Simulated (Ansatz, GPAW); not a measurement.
**Geometry or basis: what sets the conductance of a Na chain with a C atom bridging one bond**

How well does a Na chain with a C atom bridging one bond conduct once its atoms have relaxed, and how much do cheaper levels lose?

Program: GPAW 26.7.0 and Ansatz 0.2.0. Level of theory: Ansatz plane waves; relaxation of the junction with the lead ends held; PAW set soft_1, in the first sound run; inputs show where later runs differ. Results are calculated unless marked as measured.

Report form: the programs' logs are mostly left out.

### Step 1. Starting point

The cell holds 15 atoms: 14 Na and 1 C. Cell: a = 9.000 Å, b = 9.000 Å, c = 46.400 Å, α = 90.0°, β = 90.0°, γ = 90.0°. Regions: left lead, 7 atoms (7 Na); channel, 1 atom (1 C); right lead, 7 atoms (7 Na). Vacuum lies along a and b. The structure is stacked along c, and the current runs across the ab planes.

### Step 2. Relaxing the atoms

Transmission follows bond lengths closely, so the atoms between the held lead ends are relaxed first, from a slightly shaken start that lets symmetry break.

The input, input.yaml:

```yaml
crystal:
  lattice:
    - [9.0, 0.0, 0.0]
    - [0.0, 9.0, 0.0]
    - [0.0, 0.0, 46.4]
  atoms:
    - { symbol: Na, position: [0.5, 0.5, 0.0355603448] }
    - { symbol: Na, position: [0.5, 0.5, 0.1066810345] }
    - { symbol: Na, position: [0.5, 0.5, 0.1778017241] }
    - { symbol: Na, position: [0.5, 0.5, 0.2489224138] }
    - { symbol: Na, position: [0.5, 0.5, 0.3200431034] }
    - { symbol: Na, position: [0.4952304233, 0.4968781743, 0.3914184946] }
    - { symbol: Na, position: [0.4982530446, 0.501752054, 0.4628064592] }
    - { symbol: C, position: [0.6328536687, 0.5033902126, 0.4996148823] }
    - { symbol: Na, position: [0.5069802833, 0.5024289631, 0.5373670327] }
    - { symbol: Na, position: [0.500671626, 0.5007165931, 0.6090492574] }
    - { symbol: Na, position: [0.5, 0.5, 0.6799568966] }
    - { symbol: Na, position: [0.5, 0.5, 0.7510775862] }
    - { symbol: Na, position: [0.5, 0.5, 0.8221982759] }
    - { symbol: Na, position: [0.5, 0.5, 0.8933189655] }
    - { symbol: Na, position: [0.5, 0.5, 0.9644396552] }
kpoints:
  mp_grid: { grid: [1, 1, 2] }
hamiltonian:
  xc: pbe
  pseudopotentials: { kind: paw, azcp: { folder: soft_1 } }
scf:
  occupations: { method: fermi_dirac, width: 0.1 }
relax:
  f_tol: 0.03
  max_steps: 80
  constraints: [{ sites: [0, 1, 2, 3, 4, 10, 11, 12, 13, 14] }]
```

On the command line:

```sh
$ ansatz run input.yaml --threads 4 --pin off --max-ram 8192MiB --backend cpu --events-out ev --progress --plain --runs-dir out
```

Elapsed: 5.1 min, on 4 threads of Arm Neoverse V1, shared host; peak memory 3.3 GiB.

Step by step (22 of 29):

```csv
step,energy less that of the first step (eV),largest force component (eV/Å)
1,0.0000,1.6694
2,-0.2436,0.8399
4,-0.3699,0.0339
5,-0.3899,0.0609
6,-0.4180,0.1288
8,-0.5154,0.1742
9,-0.5765,0.1999
10,-0.6460,0.2178
12,-0.8464,0.4075
13,-1.0479,0.5437
14,-1.2434,0.5576
16,-1.4176,0.4206
17,-1.4493,0.0160
18,-1.4493,0.0157
20,-1.4558,0.0573
21,-1.4599,0.0758
22,-1.4636,0.1060
24,-1.4689,0.0775
25,-1.4717,0.0505
26,-1.4730,0.0203
28,-1.4732,0.0052
29,-1.4735,0.0044
```

The atoms that moved most (Å):

```
atom      dx      dy      dz  length
 Na7  -1.796   1.769   0.179   2.527
  C8  -1.383   0.037  -1.579   2.099
 Na6   0.182  -0.234   1.131   1.169
 Na9   0.112  -0.331  -1.025   1.083
Na10  -0.035  -0.056  -0.280   0.288
```

This step gave:

```yaml
free_energy: -21047.6948 eV
smearing_term_ts: 0.4780 eV
symmetry_operations: 1
```

The relaxation lowered the energy of the cell by 1.47 eV.

### Step 3. Plane waves, PBE

Plane waves give the reference curve, free of the bias of atom-centred orbitals.

This step: Ansatz plane waves; Landauer transmission by layers, zero bias; PAW set soft_1 (Ansatz 0.2.0).

The input, input.yaml:

```yaml
crystal:
  lattice:
    - [9.0, 0.0, 0.0]
    - [0.0, 9.0, 0.0]
    - [0.0, 0.0, 46.4]
  atoms:
    - { symbol: Na, position: [0.5, 0.5, 0.0355603448] }
    - { symbol: Na, position: [0.5, 0.5, 0.1066810345] }
    - { symbol: Na, position: [0.5, 0.5, 0.1778017241] }
    - { symbol: Na, position: [0.5, 0.5, 0.2489224138] }
    - { symbol: Na, position: [0.5, 0.5, 0.3200431034] }
    - { symbol: Na, position: [0.5154983506, 0.4709218084, 0.4157867903] }
    - { symbol: Na, position: [0.2987299353, 0.6983460152, 0.4666685819] }
    - { symbol: C, position: [0.4791807494, 0.5074525962, 0.4655892013] }
    - { symbol: Na, position: [0.5194670227, 0.4656034836, 0.5152684259] }
    - { symbol: Na, position: [0.4967294405, 0.494491428, 0.6030083156] }
    - { symbol: Na, position: [0.5, 0.5, 0.6799568966] }
    - { symbol: Na, position: [0.5, 0.5, 0.7510775862] }
    - { symbol: Na, position: [0.5, 0.5, 0.8221982759] }
    - { symbol: Na, position: [0.5, 0.5, 0.8933189655] }
    - { symbol: Na, position: [0.5, 0.5, 0.9644396552] }
kpoints:
  mp_grid: { grid: [1, 1, 2] }
hamiltonian:
  xc: pbe
  pseudopotentials: { kind: paw, azcp: { folder: soft_1 } }
scf:
  occupations: { method: fermi_dirac, width: 0.1 }
output:
  transmission:
    leads: [[0, 1]]
    e_range: [-2, 2]
    de: 0.025
    kmesh: [1, 1]
    reduced_basis: true
  write_potential: true
  write_density: true
  volumetric_format: npy
  elf: true
```

Elapsed: 2.2 min, on 4 threads; peak memory 3.3 GiB.

Numbers from this step:

```
free energy                                             : -21047.6952 eV
lead level                                              : 0 eV from the Fermi level
transmission at the Fermi level (one spin)              : 0.3692
open channels of the lead at the Fermi level (one spin) : 1
step of the potential along the lead                    : 13.6 meV
offset of the lead                                      : 0 Å
filling of the lead less its bulk value, in size        : 9.5 meV
conductance                                             : 0.3683 G₀
```

One spin. The transmission, zone mean by energy, zero at the Fermi level:

energy (eV), transmission, zone mean and a bar:
```
   -2.000      0.000 
   -1.900      0.000 
   -1.800      0.000 
   -1.700      0.000 
   -1.600      0.000 
   -1.500      0.000 
   -1.400      0.000 
   -1.300      0.000 
   -1.200      0.000 
   -1.100      0.000 
   -1.000      0.000 
   -0.900      0.000 
   -0.800      0.013 
   -0.700      0.274 ########
   -0.650      0.953 #############################
   -0.600      0.689 #####################
   -0.500      0.330 ##########
   -0.400      0.288 #########
   -0.300      0.321 ##########
   -0.250      0.403 ############
   -0.200      0.243 #######
   -0.100      0.338 ##########
    0.000      0.369 ###########
    0.100      0.396 ############
    0.200      0.437 #############
    0.300      0.505 ###############
    0.400      0.608 ##################
    0.500      0.734 ######################
    0.600      0.854 ##########################
    0.700      0.936 ############################
    0.800      0.976 #############################
    0.900      0.990 ##############################
    0.975      0.993 ##############################
    1.000      0.993 ##############################
    1.100      0.987 ##############################
    1.200      0.955 #############################
    1.300      0.852 ##########################
    1.400      0.617 ###################
    1.500      0.318 ##########
    1.600      0.119 ####
    1.700      0.035 #
    1.800      0.016 
    1.900      0.037 #
    2.000      0.077 ##
```

One spin. The open channels, zone mean by energy, zero at the Fermi level:

| energy (eV) | open channels, zone mean |
| --- | --- |
| -0.900 | 0 |
| -0.800 | 1 |
| -0.700 | 1 |
| -0.600 | 1 |
| -0.500 | 1 |
| -0.400 | 1 |
| -0.300 | 1 |
| -0.200 | 1 |
| -0.100 | 1 |
| 0.000 | 1 |
| 0.100 | 1 |
| 0.200 | 1 |
| 0.300 | 1 |
| 0.400 | 1 |
| 0.500 | 1 |
| 0.600 | 1 |
| 0.700 | 1 |
| 0.800 | 1 |
| 0.900 | 1 |
| 1.000 | 1 |
| 1.100 | 1 |
| 1.200 | 1 |
| 1.300 | 1 |
| 1.400 | 1 |
| 1.500 | 1 |
| 1.600 | 1 |
| 1.700 | 1 |
| 1.800 | 3 |
| 1.900 | 3 |
| 2.000 | 3 |

Crystal 0, spin -, k parallel (0, 0); distinct values, listed up to 1.5 1/Å. Table of Im kz of the slowest decaying states by energy, zero at the Fermi level:

```
energy (eV)  decay 1 (Å⁻¹)  decay 2 (Å⁻¹)  decay 3 (Å⁻¹)  decay 4 (Å⁻¹)
     -2.000          0.530           1.02           1.08           1.16
     -1.800          0.480          0.989           1.06           1.14
     -1.600          0.425          0.961           1.03           1.11
     -1.400          0.361          0.932           1.01           1.09
     -1.200          0.282          0.902          0.984           1.07
     -1.000          0.170          0.872          0.958           1.04
     -0.800          0.840          0.931           1.02           1.16
     -0.600          0.807          0.903          0.990           1.14
     -0.400          0.772          0.875          0.963           1.11
     -0.200          0.736          0.845          0.935           1.09
      0.000          0.698          0.814          0.907           1.07
      0.200          0.657          0.783          0.878           1.04
      0.400          0.615          0.749          0.847           1.02
      0.600          0.568          0.714          0.816          0.990
      0.800          0.518          0.677          0.783          0.963
      1.000          0.463          0.638          0.748          0.935
      1.200          0.399          0.596          0.712          0.907
      1.400          0.324          0.551          0.675          0.877
      1.600          0.225          0.502          0.634          0.847
      1.800          0.447          0.592          0.815          0.890
      2.000          0.385          0.545          0.782          0.860
```

Crystal 0, spin -, k parallel (0, 0). Re kz of states that move upwards against energy, zero at the Fermi level:

```
energy (eV)  channel 1 (Å⁻¹)  channel 2 (Å⁻¹)  channel 3 (Å⁻¹)
     -0.900                -                -                -
     -0.800            0.149                -                -
     -0.700            0.219                -                -
     -0.600            0.271                -                -
     -0.500            0.315                -                -
     -0.400            0.354                -                -
     -0.300            0.389                -                -
     -0.200            0.421                -                -
     -0.100            0.451                -                -
      0.000            0.479                -                -
      0.100            0.505                -                -
      0.200            0.531                -                -
      0.300            0.555                -                -
      0.400            0.578                -                -
      0.500            0.601                -                -
      0.600            0.623                -                -
      0.700            0.644                -                -
      0.800            0.664                -                -
      0.900            0.685                -                -
      1.000            0.704                -                -
      1.100            0.723                -                -
      1.200            0.742                -                -
      1.300            0.761                -                -
      1.400            0.779                -                -
      1.500            0.797                -                -
      1.600            0.816                -                -
      1.700            0.834                -                -
      1.800           0.0619           0.0619            0.852
      1.900            0.176            0.176            0.871
      2.000            0.241            0.241            0.892
```

Electrostatic potential energy of an electron (with the applied field's), less the Fermi level, planar mean against z:

```csv
z (Å),"electrostatic potential energy of an electron (with the applied field's), less the Fermi level, planar mean (eV)"
0,2.91
1,2.46
2,1.87
3,2.87
4,2.70
5,1.42
6,2.77
7,2.86
8,1.66
9,2.56
10,2.87
11,2.27
12,2.09
13,2.92
14,2.66
15,1.41
16,2.63
17,2.77
18,2.52
19,1.42
20,2.39
21,2.29
22,1.42
23,2.54
24,1.20
25,2.51
26,2.81
27,2.61
28,1.34
29,2.77
30,2.96
31,2.28
32,2.06
33,2.88
34,2.66
35,1.52
36,2.82
37,2.81
38,1.49
39,2.65
40,2.89
41,2.09
42,2.29
43,2.90
44,2.56
45,1.66
46,2.84
```

The valence density, planar mean oscillates, so the rows of the table below give means over windows of 3.34 Å about each position, cut where the curve ends. Its maxima inside the range that stand out by 2 % of the span (Å: e/Å³): 1.6: 0.145, 4.9: 0.147, 8.3: 0.147, 11.6: 0.145, 14.8: 0.144, 19.3: 0.147, 21.6: 0.184, 23.9: 0.147, 28.0: 0.147, 31.6: 0.144, 34.8: 0.145, 38.1: 0.147, 41.5: 0.147, 44.8: 0.145. Its minima: 3.5: 0.00431, 6.4: 0.00439, 10.0: 0.00420, 12.9: 0.00467, 17.5: 0.00192, 20.2: 0.00906, 23.1: 0.00918, 25.5: 0.00250, 30.0: 0.00396, 33.1: 0.00433, 36.7: 0.00433, 39.7: 0.00434, 43.2: 0.00433.

Table of valence density, planar mean by z; means over each step:

z (Å), valence density, planar mean (e/Å³) and a bar from the least value:
```
     1.67      0.033 ###
     5.01      0.033 ###
     8.35      0.033 ###
    11.69      0.033 ###
    15.03      0.033 ##
    18.37      0.032 #
    21.71      0.052 ##############################
    25.05      0.031 
    28.39      0.033 ###
    31.73      0.033 ###
    35.07      0.033 ###
    38.41      0.033 ###
    41.75      0.033 ###
    45.09      0.038 ##########
```

ELF in the cb plane at fractional x = 0.500, with atoms of Na and C within 0.2 Å of it. It is the smooth field of the valence electrons, not physical close to the nuclei.

Values, 13 rows by 16 columns, each cell a mean:
```
0.24 0.44 0.52 0.34 0.11 0.03 0.02 0.02 0.04 0.04 0.03 0.02 0.02 0.08 0.29 0.46
0.48 0.69 0.75 0.55 0.19 0.06 0.08 0.15 0.19 0.19 0.18 0.11 0.06 0.14 0.45 0.68
0.79 0.90 0.91 0.80 0.41 0.15 0.18 0.29 0.28 0.25 0.29 0.23 0.15 0.32 0.73 0.88
0.91 0.94 0.75 0.83 0.68 0.34 0.30 0.40 0.36 0.31 0.37 0.33 0.30 0.60 0.86 0.77
0.71 0.59 0.09 0.32 0.82 0.48 0.13 0.28 0.55 0.57 0.49 0.18 0.27 0.81 0.57 0.10
0.37 0.25 0.43 0.14 0.77 0.34 0.16 0.17 0.73 0.67 0.49 0.18 0.09 0.78 0.22 0.38
0.30 0.25 0.47 0.23 0.73 0.24 0.43 0.35 0.71 0.64 0.43 0.49 0.24 0.67 0.20 0.47
0.44 0.30 0.29 0.13 0.83 0.26 0.35 0.30 0.64 0.83 0.34 0.48 0.18 0.71 0.27 0.31
0.81 0.74 0.23 0.53 0.88 0.42 0.04 0.06 0.43 0.51 0.24 0.06 0.10 0.82 0.69 0.18
0.90 0.95 0.89 0.90 0.78 0.50 0.16 0.11 0.16 0.15 0.14 0.08 0.33 0.82 0.92 0.86
0.70 0.86 0.89 0.81 0.55 0.33 0.16 0.06 0.03 0.02 0.03 0.09 0.32 0.64 0.84 0.89
0.38 0.60 0.69 0.55 0.29 0.12 0.03 0.00 0.00 0.00 0.00 0.01 0.10 0.34 0.59 0.69
0.21 0.40 0.48 0.34 0.12 0.03 0.00 0.00 0.00 0.00 0.00 0.00 0.01 0.10 0.33 0.47
```
Columns run along c (16.0 Å, from fractional 0.27 to 0.61 of the cell), rows up along b (9.0 Å). Atoms in or near the plane, at fractional coordinates: Na at (0.32, 0.50), Na at (0.42, 0.47), C at (0.47, 0.51), Na at (0.52, 0.47), Na at (0.60, 0.49).

Valence density in the cb plane at fractional x = 0.500, with atoms of Na and C within 0.2 Å of it. It is the smooth field of the valence electrons, not physical close to the nuclei.

Ten steps, logarithmic in the rise over the least value, from '0' (0 e/Å³) to '9' (16 e/Å³), each cell a mean:
```
00000000000000000000000000000000000000000000
00000000000000000000000000000000000000000000
00000000000000000000000000000000000000000000
00000000000000000000000000000000000000000000
00000000000000000000000000000000000000000000
00000000000000000000000000000000000000000000
00000000000000000000000000000000000000000000
00000000000000000000000000000000000000000000
00000000000000000000000111110000000000000000
00000122100000000000001123221000000000000011
10001477410000000133211344431112210000000367
10001699610000000478622345432147731000001699
10001599510000001599721344432269951000001599
00000244200000000378511233321158841000000255
00000000000000000122100111110013310000000011
00000000000000000000000000000000000000000000
00000000000000000000000000000000000000000000
00000000000000000000000000000000000000000000
00000000000000000000000000000000000000000000
00000000000000000000000000000000000000000000
00000000000000000000000000000000000000000000
00000000000000000000000000000000000000000000
00000000000000000000000000000000000000000000
00000000000000000000000000000000000000000000
```
Columns run along c (16.0 Å, from fractional 0.27 to 0.61 of the cell), rows up along b (9.0 Å). Atoms in or near the plane, at fractional coordinates: Na at (0.32, 0.50), Na at (0.42, 0.47), C at (0.47, 0.51), Na at (0.52, 0.47), Na at (0.60, 0.49).

Electrostatic potential energy in the cb plane at fractional x = 0.500, with atoms of Na and C within 0.2 Å of it. With pseudopotentials it is smooth inside the atoms' cores, unlike the true potential.

Ten even steps from '0' (-40 eV) to '9' (1 eV), each cell a mean:
```
99999999999999999999999999999999999999999999
99999999999999999999999999999999999999999999
99999999999999999999999999999999999999999999
99999999999999999999999999999999999999999999
99999999999999999999999999999999999999999999
99999999999999999999999999999999999999999999
99999999999999999999999999999999999999999999
99999999999999999999999999999999999999999999
99999988899999999999999999999999999999999988
89998877889999999888999987899998889999998877
89998501489999998765799830289986688999998611
88987200178999998500289710069840058999997200
89998300278999988300079830289810027899998300
89998744689999998510389987899830048999998633
99999888899999998866789999999975578999999888
99999999999999999888899999999988889999999999
99999999999999999999999999999999999999999999
99999999999999999999999999999999999999999999
99999999999999999999999999999999999999999999
99999999999999999999999999999999999999999999
99999999999999999999999999999999999999999999
99999999999999999999999999999999999999999999
99999999999999999999999999999999999999999999
99999999999999999999999999999999999999999999
```
Columns run along c (16.0 Å, from fractional 0.27 to 0.61 of the cell; values clipped at the 3rd and 97th percentile), rows up along b (9.0 Å). Atoms in or near the plane, at fractional coordinates: Na at (0.32, 0.50), Na at (0.42, 0.47), C at (0.47, 0.51), Na at (0.52, 0.47), Na at (0.60, 0.49).

T at the Fermi level is 0.369 of 1 open channels a spin.

(Part 1 of 3 ends here.)

[Logs are printed without paths, hosts, clocks, repeated set-up lines and the standing remarks that a program may print on its own settings, such as how far it seeks lower states.]

[Hosts, paths, dates, database ids (printed as entryN), source tags and the programs' standing remarks are cut or masked in the printed files.]
